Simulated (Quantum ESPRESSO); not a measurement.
**Pt under changes of volume**

One of the cells (15.080 Å³/atom); the others are scaled copies at fixed shape and fractional positions:

```
Pt
1.0
     0.00000    1.96090    1.96090
     1.96090    0.00000    1.96090
     1.96090    1.96090    0.00000
Pt
1
Direct
  0.00000 0.00000 0.00000
```

| Property | Result |
| --- | --- |
| Program | Quantum ESPRESSO 7.5 |
| Functional | r2SCAN |
| Potentials or basis | SG15 PBE 1.2 |
| Cutoff | 952 eV |
| Density cutoff | 3810 eV |
| k mesh | 9 × 9 × 9 |
| Occupations | fermi-dirac, width 0.05 eV |
| Spin | no spin polarisation |

```tsv
volume (Å³/atom)	energy over the lowest point (meV/atom)	pressure (GPa)
14.175	79.23	25.2
14.477	39.51	17.1
14.778	14.16	9.9
15.080	?	?
15.381	0.00	-2.0
15.683	8.39	-6.9
15.985	25.47	-11.2
```

Task: What does the run at 15.080 Å³/atom give?

Result: Energy over the lowest point 1.48 meV/atom; pressure 3.6 GPa.

Worked out: A Birch-Murnaghan fit of order 3 (a polynomial in V^(-2/3)) to the other rows has its minimum at 15.27 Å³/atom with B0 = V·E''(V) = 277 GPa and B' = 5.3. It gives 1.49 meV/atom at 15.080 Å³/atom, against the run's 1.48, and -dE/dV = 3.6 GPa, against 3.6.

Energies are extrapolated to zero smearing.

Caveats: the potentials were made for another functional, which shifts forces and pressure.
